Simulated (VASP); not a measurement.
# CdS (Fm-3m) in VASP: notebook, part 2 of 3

VASP 6.6.1. Earlier steps stand in the parts before.

## 3. G0W0 quasiparticle levels, PBE

POSCAR

```
CdS
1.0
    0.0000000000      2.7532440000      2.7532440000
    2.7532440000      0.0000000000      2.7532440000
    2.7532440000      2.7532440000      0.0000000000
Cd S
1 1
Direct
    0.0000000000      0.0000000000      0.0000000000
    0.5000000000      0.5000000000      0.5000000000
```

INCAR.step1

```
SYSTEM = CdS
  PREC = Accurate
  ENCUT = 450
  EDIFF = 1E-8
  ISMEAR = 0
  SIGMA = 0.01
  LREAL = .FALSE.
  LASPH = .TRUE.
  NELM = 60
  ALGO = Normal
  LWAVE = .TRUE.
  LCHARG = .FALSE.
  GGA = PE
```

INCAR.step2

```
SYSTEM = CdS
  PREC = Accurate
  ENCUT = 450
  EDIFF = 1E-8
  ISMEAR = 0
  SIGMA = 0.01
  LREAL = .FALSE.
  LASPH = .TRUE.
  NELM = 1
  ALGO = Exact
  LWAVE = .TRUE.
  LCHARG = .FALSE.
  GGA = PE
  NBANDS = 34
  LOPTICS = .TRUE.
  ISTART = 1
```

INCAR.step3

```
SYSTEM = CdS
  PREC = Accurate
  ENCUT = 450
  EDIFF = 1E-8
  ISMEAR = 0
  SIGMA = 0.01
  LREAL = .FALSE.
  LASPH = .TRUE.
  ALGO = EVGW0
  LWAVE = .FALSE.
  LCHARG = .FALSE.
  GGA = PE
  NELMGW = 1
  NBANDS = 34
  ENCUTGW = 200
  NOMEGA = 48
  PRECFOCK = Fast
  ISTART = 1
  NBANDSGW = 17
```

KPOINTS

```
Automatic mesh
0
G
  3 3 3
  0 0 0
```

Potentials or basis: VASP PAW PBE potentials, release 64 (Cd_GW, S_GW).

Launch:

```bash
$ cat potpaw_PBE.64/Cd_GW/POTCAR potpaw_PBE.64/S_GW/POTCAR > POTCAR
$ cp INCAR.step1 INCAR
$ mpirun -np 1 vasp_std > vasp.out
$ cp INCAR.step2 INCAR
$ mpirun -np 1 vasp_std > vasp.out
$ cp INCAR.step3 INCAR
$ mpirun -np 1 vasp_std > vasp.out
```

OUTCAR:

```text
SYSTEM = CdS
   PREC = Accurate
   ENCUT = 450
   EDIFF = 1E-8
   ISMEAR = 0
   LREAL = .FALSE.
   LASPH = .TRUE.
   GGA = PE
   NELMGW = 1
   ENCUTGW = 200
   PRECFOCK = Fast
   ISTART = 1

 Found      4 irreducible k-points:

 Following reciprocal coordinates:
            Coordinates               Weight
  0.000000  0.000000  0.000000      1.000000
  0.333333  0.000000  0.000000      8.000000
  0.333333  0.333333  0.000000      6.000000
 -0.333333  0.333333  0.000000     12.000000
   k-points           NKPTS =      4   k-points in BZ     NKDIM =     27   number of bands    NBANDS=     34
   number of dos      NEDOS =    301   number of ions     NIONS =      2
   total plane-waves  NPLWV =  21952
   dimension x,y,z NGX =    28 NGY =   28 NGZ =   28
   dimension x,y,z NGXF=    56 NGYF=   56 NGZF=   56
   ions per type =               1   1
   NGX,Y,Z   is equivalent  to a cutoff of  11.95, 11.95, 11.95 a.u.
   NGXF,Y,Z  is equivalent  to a cutoff of  23.91, 23.91, 23.91 a.u.
 SYSTEM =  CdS
   PREC   = accura    normal or accurate (medium, high low for compatibility)
   ISTART =      1    job   : 0-new  1-cont  2-samecut
   ICHARG =      0    charge: 1-file 2-atom 10-const
   ISPIN  =      1    spin polarized calculation?
   LNONCOLLINEAR =      F non collinear calculations
   LSORBIT =      F    spin-orbit coupling
   LASPH  =      T    aspherical Exc in radial PAW
   ENCUT  =  450.0 eV  33.07 Ry    5.75 a.u.   6.73  6.73  6.73*2*pi/ulx,y,z
   NELM   =     60;   NELMIN=  2; NELMDL=  0     # of ELM steps
   EDIFF  = 0.1E-07   stopping-criterion for ELM
   LREAL  =      F    real-space projection
   EDIFFG = 0.1E-06   stopping-criterion for IOM
   NSW    =      0    number of steps for IOM
   IBRION =     -1    ionic relax: 0-MD 1-quasi-New 2-CG
   NFREE  =      0    steps in history (QN), initial steepest desc. (CG)
   ISIF   =      0    stress and relaxation
   ISYM   =      3    0-nonsym 1-usesym 2-fastsym
   POTIM  = 0.5000    time-step for ionic-motion
   TEBEG  =    0.0;   TEEND  =   0.0 temperature during run
   PSTRESS=    0.0 pullay stress
   NELECT =      18.0000    total number of electrons
   NUPDOWN=      -1.0000    fix difference up-down
   EMIN   =  10.00;   EMAX   =-10.00  energy-range for DOS
   EFERMI =   0.00;   METHOD = LEGACY
   ISMEAR =     0;   SIGMA  =   0.01  broadening in eV -4-tet -1-fermi 0-gaus
   EFERMI_NEDOS =   21; number of points for ismear=-14 and -15
   IALGO  =     38    algorithm
   IMIX   =      4    mixing-type and parameters
     AMIX     =   0.40;   BMIX     =  1.00
     AMIX_MAG =   1.60;   BMIX_MAG =  1.00
  volume/ion in A,a.u.               =      20.87       140.84
  Fermi-wavevector in a.u.,A,eV,Ry     =   1.236833  2.337275 20.813583  1.529755
  Thomas-Fermi vector in A             =   2.371425
   LORBIT       =      0    0 simple, 1 ext, 2 COOP (PROOUT), +10 PAW based schemes
   GGA     = PE    functional components
   LHFCALC =     T    Hartree Fock is set to
   PRECFOCK=fast      Normal, Fast or Accurate (Low or Medium for compatibility)
   ENCUT4O =  -1.0   cutoff for four orbital integrals eV
   NKREDX  =     1    reduce k-point grid by
   NKREDY  =     1    reduce k-point grid by
   NKREDZ  =     1    reduce k-point grid by
   AEXX    =    1.0000 exact exchange contribution
   HFSCREEN=    0.0000 screening length (either q_TF or 0.3 A-1)
   HFSCREENC=   0.0000 screening length for correlation (either q_TF or 0.3 A-1)
   ENCUTFOCK=  -1.0 apply spherical cutoff to Coloumb kernel
   IVDW    =     0    specifies the selected vdW correction
   LEPSILON=     F    determine dielectric tensor
   LRPA    =     F    only Hartree local field effects (RPA)
   LRPAFORCE           =     F    calculate RPA forces
   ENCUTGW             = 200.0    cutoff for response function in eV
   ENCUTGWSOFT         = 160.0    soft cutoff for Coulomb kernel in GW response function in eV
   ENCUTLF             =  -1.0    cutoff for local field effects
   NELMGW              =     1    number of iterations in solving QP/BSE equation
   NELMHF              =     1    number of iterations in the inner HF iteration
   NKREDLFX            =     1    NKREDLFY  =   1   NKREDLFZ  =   1
 non-spin polarized calculation
 Gauss-broadening in eV      SIGMA  =   0.01
  energy-cutoff  :      450.00
  volume of cell :       41.74
 maximum number of plane-waves:       906
  NGX = 16; NGY = 16; NGZ = 16
   NGX = 13   NGY = 13   NGZ = 13
 maximum number of plane-waves:       283

 QP shifts <psi_nk| G(iteration)W_0 |psi_nk>: iteration 1
 for sc-GW calculations column KS-energies equals QP-energies in previous step
 and V_xc(KS)=  KS-energies - (<T + V_ion + V_H > + <T+V_H+V_ion>^1  + <V_x>^1)

 k-point   1 :       0.0000    0.0000    0.0000
  band No.  KS-energies  QP-energies   sigma(KS)   V_xc(KS)     V^pw_x(r,r')   Z            occupation Imag(sigma)

      1      -8.2276      -8.2785     -12.7543     -12.6776     -20.6296       0.6629       2.0000       1.5517
      2      -3.3313      -4.4582     -16.9473     -15.3687     -23.1447       0.7139       2.0000       0.3984
      3      -3.3313      -4.4582     -16.9473     -15.3687     -23.1447       0.7139       2.0000       0.3984
      4      -3.3313      -4.4582     -16.9473     -15.3687     -23.1447       0.7139       2.0000       0.3984
      5      -3.3249      -4.4688     -17.1008     -15.5045     -23.4091       0.7166       2.0000       0.4557
      6      -3.3249      -4.4688     -17.1008     -15.5045     -23.4091       0.7166       2.0000       0.4557
[... 9 lines left out ...]
     16      15.6056      16.5594      -8.8993     -10.1578      -3.6388       0.7579       0.0000      -0.6251
     17      15.6056      16.5594      -8.8993     -10.1578      -3.6388       0.7579       0.0000      -0.6251
[... 46 lines left out ...]
      1      -7.1911      -7.2385     -13.7070     -13.6351     -21.4151       0.6588       2.0000       1.2831
      2      -3.4626      -4.5694     -16.8893     -15.3329     -23.2267       0.7112       2.0000       0.4937
      3      -3.4289      -4.5244     -16.5969     -15.0640     -22.7523       0.7147       2.0000       0.4290
      4      -3.2651      -4.3831     -16.8879     -15.3251     -23.0689       0.7153       2.0000       0.4011
      5      -3.1335      -4.2716     -17.1759     -15.5914     -23.3913       0.7183       2.0000       0.3872
      6      -2.8377      -3.8704     -17.0553     -15.6200     -23.2646       0.7195       2.0000       0.4687
[... 9 lines left out ...]
     16      19.7754      21.0581      -9.5196     -11.1813      -3.9643       0.7719       0.0000      -0.9628
     17      20.9739      22.3753      -9.4852     -11.2693      -4.0494       0.7855       0.0000      -0.9924
```

It took 23 s on 1 thread of Intel Xeon 6975P-C (Granite Rapids), shared host; peak memory 0.27 GiB.

The run converged, but some of its settings lie outside the range that counts as converged, so its numbers aren't taken as properties of the crystal.

What came out:

| Quantity | Value |
| --- | --- |
| Band gap on the k mesh, mean-field level | 0.97 eV, indirect (least direct gap 1.47 eV) |
| Quasiparticle gap | 1.72 eV |
| Least direct quasiparticle gap | 2.22 eV |

Caveat: the k mesh is coarse (spacing up to 0.66 Å⁻¹), so the values aren't converged; bands, screening cutoff and mesh are small and nothing is extrapolated, so the quasiparticle values aren't converged; an odd mesh through Γ misses points on the zone boundary, where band edges often lie.

## 4. G0W0 quasiparticle levels, PBE

POSCAR is that of step 3.

INCAR.step1 is that of step 3.

Changes to INCAR.step2 since step 3:

```diff
@@ -13,3 +13,3 @@
   GGA = PE
-  NBANDS = 34
+  NBANDS = 109
   LOPTICS = .TRUE.
```

Changes to INCAR.step3 since step 3:

```diff
@@ -13,4 +13,4 @@
   NELMGW = 1
-  NBANDS = 34
-  ENCUTGW = 200
+  NBANDS = 109
+  ENCUTGW = 75
   NOMEGA = 48
```

KPOINTS is that of step 3.

Potentials or basis: VASP PAW PBE potentials, release 64 (Cd_GW, S_GW).

Launch:

```bash
$ cat potpaw_PBE.64/Cd_GW/POTCAR potpaw_PBE.64/S_GW/POTCAR > POTCAR
$ cp INCAR.step1 INCAR
$ mpirun -np 1 vasp_std > vasp.out
$ cp INCAR.step2 INCAR
$ mpirun -np 1 vasp_std > vasp.out
$ cp INCAR.step3 INCAR
$ mpirun -np 1 vasp_std > vasp.out
```

OUTCAR:

```text
SYSTEM = CdS
   PREC = Accurate
   ENCUT = 450
   EDIFF = 1E-8
   ISMEAR = 0
   LREAL = .FALSE.
   LASPH = .TRUE.
   GGA = PE
   NELMGW = 1
   ENCUTGW = 75
   PRECFOCK = Fast
   ISTART = 1

 Found      4 irreducible k-points:

 Following reciprocal coordinates:
            Coordinates               Weight
  0.000000  0.000000  0.000000      1.000000
  0.333333  0.000000  0.000000      8.000000
  0.333333  0.333333  0.000000      6.000000
 -0.333333  0.333333  0.000000     12.000000
   k-points           NKPTS =      4   k-points in BZ     NKDIM =     27   number of bands    NBANDS=    109
   number of dos      NEDOS =    301   number of ions     NIONS =      2
   total plane-waves  NPLWV =  21952
   dimension x,y,z NGX =    28 NGY =   28 NGZ =   28
   dimension x,y,z NGXF=    56 NGYF=   56 NGZF=   56
   ions per type =               1   1
   NGX,Y,Z   is equivalent  to a cutoff of  11.95, 11.95, 11.95 a.u.
   NGXF,Y,Z  is equivalent  to a cutoff of  23.91, 23.91, 23.91 a.u.
 SYSTEM =  CdS
   PREC   = accura    normal or accurate (medium, high low for compatibility)
[... 31 lines left out ...]
  Thomas-Fermi vector in A             =   2.371425
   LORBIT       =      0    0 simple, 1 ext, 2 COOP (PROOUT), +10 PAW based schemes
   GGA     = PE    functional components
   LHFCALC =     T    Hartree Fock is set to
   PRECFOCK=fast      Normal, Fast or Accurate (Low or Medium for compatibility)
   ENCUT4O =  -1.0   cutoff for four orbital integrals eV
   NKREDX  =     1    reduce k-point grid by
   NKREDY  =     1    reduce k-point grid by
   NKREDZ  =     1    reduce k-point grid by
   AEXX    =    1.0000 exact exchange contribution
   HFSCREEN=    0.0000 screening length (either q_TF or 0.3 A-1)
   HFSCREENC=   0.0000 screening length for correlation (either q_TF or 0.3 A-1)
   ENCUTFOCK=  -1.0 apply spherical cutoff to Coloumb kernel
   IVDW    =     0    specifies the selected vdW correction
   LEPSILON=     F    determine dielectric tensor
   LRPA    =     F    only Hartree local field effects (RPA)
   LRPAFORCE           =     F    calculate RPA forces
   ENCUTGW             =  75.0    cutoff for response function in eV
   ENCUTGWSOFT         =  60.0    soft cutoff for Coulomb kernel in GW response function in eV
   ENCUTLF             =  -1.0    cutoff for local field effects
   NELMGW              =     1    number of iterations in solving QP/BSE equation
   NELMHF              =     1    number of iterations in the inner HF iteration
   NKREDLFX            =     1    NKREDLFY  =   1   NKREDLFZ  =   1
 non-spin polarized calculation
 Gauss-broadening in eV      SIGMA  =   0.01
  energy-cutoff  :      450.00
  volume of cell :       41.74
 maximum number of plane-waves:       906
  NGX = 16; NGY = 16; NGZ = 16
   NGX = 13   NGY = 13   NGZ = 13
 maximum number of plane-waves:        64
 NGX is ok and might be reduce to    14

 QP shifts <psi_nk| G(iteration)W_0 |psi_nk>: iteration 1
 for sc-GW calculations column KS-energies equals QP-energies in previous step
 and V_xc(KS)=  KS-energies - (<T + V_ion + V_H > + <T+V_H+V_ion>^1  + <V_x>^1)

 k-point   1 :       0.0000    0.0000    0.0000
  band No.  KS-energies  QP-energies   sigma(KS)   V_xc(KS)     V^pw_x(r,r')   Z            occupation Imag(sigma)

      1      -8.2276      -8.3579     -12.8814     -12.6776     -20.6296       0.6391       2.0000       1.2971
      2      -3.3313      -5.0103     -17.7393     -15.3687     -23.1447       0.7082       2.0000       0.3953
      3      -3.3313      -5.0103     -17.7393     -15.3687     -23.1447       0.7082       2.0000       0.3953
      4      -3.3313      -5.0103     -17.7393     -15.3687     -23.1447       0.7082       2.0000       0.3953
      5      -3.3249      -5.0262     -17.8845     -15.5045     -23.4091       0.7148       2.0000       0.4544
      6      -3.3249      -5.0262     -17.8845     -15.5045     -23.4091       0.7148       2.0000       0.4544
[... 59 lines left out ...]
      3      -3.4289      -5.0552     -17.3599     -15.0640     -22.7523       0.7083       2.0000       0.4161
      4      -3.2651      -4.9306     -17.6746     -15.3251     -23.0689       0.7088       2.0000       0.4032
      5      -3.1335      -4.8339     -17.9795     -15.5914     -23.3913       0.7120       2.0000       0.3945
      6      -2.8377      -4.3846     -17.7714     -15.6200     -23.2646       0.7190       2.0000       0.4532
[... 9 lines left out ...]
     16      19.7754      20.2568     -10.5367     -11.1813      -3.9643       0.7468       0.0000      -0.7675
     17      20.9739      21.4809     -10.5996     -11.2693      -4.0494       0.7570       0.0000      -0.8240
```

OUTCAR.step1:

```text
SYSTEM = CdS
   PREC = Accurate
   ENCUT = 450
   EDIFF = 1E-8
   ISMEAR = 0
   LREAL = .FALSE.
   LASPH = .TRUE.
[... 170 lines left out ...]
      0.00000      0.00000      0.00000         0.000000      0.000000      0.000000
      2.75324      2.75324      2.75324         0.000000      0.000000      0.000000
 -----------------------------------------------------------------------------------
    total drift:                                0.000000      0.000000      0.000000

  FREE ENERGIE OF THE ION-ELECTRON SYSTEM (eV)
  ---------------------------------------------------
  free  energy   TOTEN  =        -5.6339770733 eV

  energy  without entropy=       -5.6339770733  energy(sigma->0) =       -5.63397707
```

Run time: 25 s. Hardware: 1 thread of Intel Xeon 6975P-C (Granite Rapids), shared host; peak memory 0.23 GiB.

These settings aren't checked as converged: the numbers below hold their error.

Results:

* Band gap on the k mesh, mean-field level: 0.97 eV, indirect (least direct gap 1.47 eV)
* Quasiparticle gap: 1.51 eV
* Least direct quasiparticle gap: 2.00 eV

Caveat: the k mesh is coarse (spacing up to 0.66 Å⁻¹), so the values aren't converged; bands, screening cutoff and mesh are small and nothing is extrapolated, so the quasiparticle values aren't converged; an odd mesh through Γ misses points on the zone boundary, where band edges often lie.

[end of part 2 of 3]
